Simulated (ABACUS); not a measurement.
Ta in ABACUS: the effect of target pressure

Crystal: Ta.

```
Ta
1.0
    -1.65128    1.65128    1.65128
     1.65128   -1.65128    1.65128
     1.65128    1.65128   -1.65128
Ta
1
Direct
  0.00000 0.00000 0.00000
```

Alike in all runs:

| Property | Result |
| --- | --- |
| Program | ABACUS 3.10.1 |
| Task | relaxation of cell and atoms |
| Functional | PBE |
| Potentials or basis | PseudoDojo NC SR 0.4.1 PBE standard |
| Cutoff | 1361 eV |
| Density cutoff | 5442 eV |
| Basis | DZP LCAO (the cutoffs set its grid) |
| k mesh | 8 × 8 × 8 |
| Occupations | fermi-dirac, width 0.05 eV |
| Spin | no spin polarisation |

Each run relaxes the cell or the atoms first.

**Question.** One run gave: relaxed volume 16.16 Å³/atom. Which target pressure did it use?
A. 5 GPa
B. 30 GPa
C. 0 GPa
D. 10 GPa
E. 20 GPa

**Answer.** B.

```tsv
target pressure	relaxed volume (Å³/atom)
0 GPa	18.12
5 GPa	17.70
10 GPa	17.34
20 GPa	16.70
30 GPa	16.16
```

Caveats: the atomic orbitals were generated for these runs and aren't a published set; the basis of atomic orbitals isn't converged, which shifts pressures, moduli and gaps.
